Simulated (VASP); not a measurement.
**VASP 6.6.1 run: CaO**

INCAR

```
GGA = PS
IBRION = 2
ENCUT = 600
MAGMOM = 1
EDIFF = 1E-7
NELM = 87
LWAVE = .FALSE.
ISPIN = 2
EDIFFG = -5E-3
NSW = 30
PREC = Accurate
ISMEAR = -1
LASPH = .TRUE.
LREAL = .FALSE.
NBANDS = 15
ISIF = 3
SIGMA = 0.02
LCHARG = .FALSE.
```

KPOINTS

```
KPOINTS created by Atomic Simulation Environment
0
Gamma
8 8 8
0 0 0
```

POSCAR

```
Ca O
 1.0000000000000000
     0.0000000000000000    2.6213224458742479    2.6213224458742479
     2.6213224458742479   -0.0000000000000000    2.6213224458742479
     2.6213224458742479    2.6213224458742479    0.0000000000000000
 Ca  O
   1   1
Cartesian
 -0.0000000000000000  0.0000000000000000  0.0000000000000000
  1.3106612229371239  1.3106612229371239  1.3106612229371239
```

The recommended PBE PAW datasets give the neutral cell 16 valence electrons.

Command

```
mpirun -np 1 vasp_std
```

Standard output (part)

```
POSCAR found type information on POSCAR CaO
 POSCAR found :  2 types and       2 ions
|     EEEEEEE  RRRRRR   RRRRRR   OOOOOOO  RRRRRR      ###     ###     ###     |
|     E        R     R  R     R  O     O  R     R     ###     ###     ###     |
|     E        R     R  R     R  O     O  R     R     ###     ###     ###     |
|     EEEEE    RRRRRR   RRRRRR   O     O  RRRRRR       #       #       #      |
|     E        R    R   R    R   O     O  R    R      ###     ###     ###     |
|     EEEEEEE  R     R  R     R  OOOOOOO  R     R     ###     ###     ###     |
|     ERROR: You have set 1 value(s) for MAGMOM; however for                  |
|     spin-polarized calculations (ISPIN=2), MAGMOM has to be a list of       |
|     NIONS values. NIONS=2 in your calculation.                              |
|       ---->  I REFUSE TO CONTINUE WITH THIS SICK JOB ... BYE!!! <----       |
```

VASP stopped before the first electronic step.

Q: Find the fault in these files.

A: Too few starting moments. VASP stopped before the first electronic step.
